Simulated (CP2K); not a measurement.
Runs of CP2K 2026.2 on ZrSe2. The structure is trigonal, space group P-3m1 (No. 164). The conventional cell has a = 3.798 Å, b = 3.798 Å, c = 6.192 Å, α = 90.00°, β = 90.00°, γ = 120.00°. Zr (site symmetry -3m) has 6 Se at 2.68 Å as nearest neighbours. Se (site symmetry 3m) has 3 Zr at 2.68 Å as nearest neighbours. 

```tsv
level	potentials or basis	spin	smearing	EPS_DEFAULT	k points reduced by the point group	NGRIDS	points a segment of the path (NPOINTS)	bands added on the path	gap on the mesh (eV)	pressure (GPa)	largest force (eV/Å)
r2SCAN	POTENTIAL_UZH Zr GTH-SCAN-q12, Se GTH-SCAN-q6; TZVP-MOLOPT-SCAN-GTH basis	off	fermi-dirac 0.01 eV	1.0E-9	yes	5	10	4	0.74	1.4	0.17
LDA	GTH_POTENTIALS Zr GTH-PADE-q12, Se GTH-PADE-q6; TZVP-MOLOPT-PBE-GTH basis	off	fermi-dirac 0.05 eV	1.0E-9	yes	4	8	4	0.33	-3.0	0.06
PBE	POTENTIAL_UZH Zr GTH-PBE-q12, Se GTH-PBE-q6; TZVP-MOLOPT-PBE-GTH basis	off	fermi-dirac 0.05 eV	1.0E-10	yes	5	10	2	0.42	(b)	0.40
PBE	GTH_SOC_POTENTIALS Zr GTH-PBE-q12, Se GTH-PBE-q6; TZVP-MOLOPT-PBE-GTH basis	SOC, no magnetisation	fermi-dirac 0.05 eV	1.0E-9	-	5	6	6	-	(c)	0.35
PBEsol	POTENTIAL_UZH Zr GTH-PBE-q12, Se GTH-PBE-q6; TZVP-MOLOPT-PBE-GTH basis	off	fermi-dirac 0.1 eV	1.0E-9	yes	4	8	6	(a)	0.3	0.33
TB-mBJ	POTENTIAL_UZH Zr GTH-PBE-q12, Se GTH-PBE-q6; TZVP-MOLOPT-PBE-GTH basis	off	fermi-dirac 0.05 eV	1.0E-10	yes	5	6	2	0.47	-	-
```

Alike in all rows: task band structure; cell as given; k mesh 8 × 8 × 5.

**Question.** Fill in the values left out.

**Answer.** (a) 0.34; (b) 2.7; (c) 2.2.

Caveats: the basis of atomic orbitals isn't converged, which shifts pressures, moduli and gaps; this functional lacks dispersion, which binds the layers, so the pressure and a relaxed spacing across them are unreliable (some runs); the potentials were made for another functional, which shifts forces and pressure (some runs); this is a model potential without an energy functional, so only levels have meaning (some runs).

A k mesh can miss the band edges, and rows without SOC leave out spin-orbit coupling on Se, Zr.
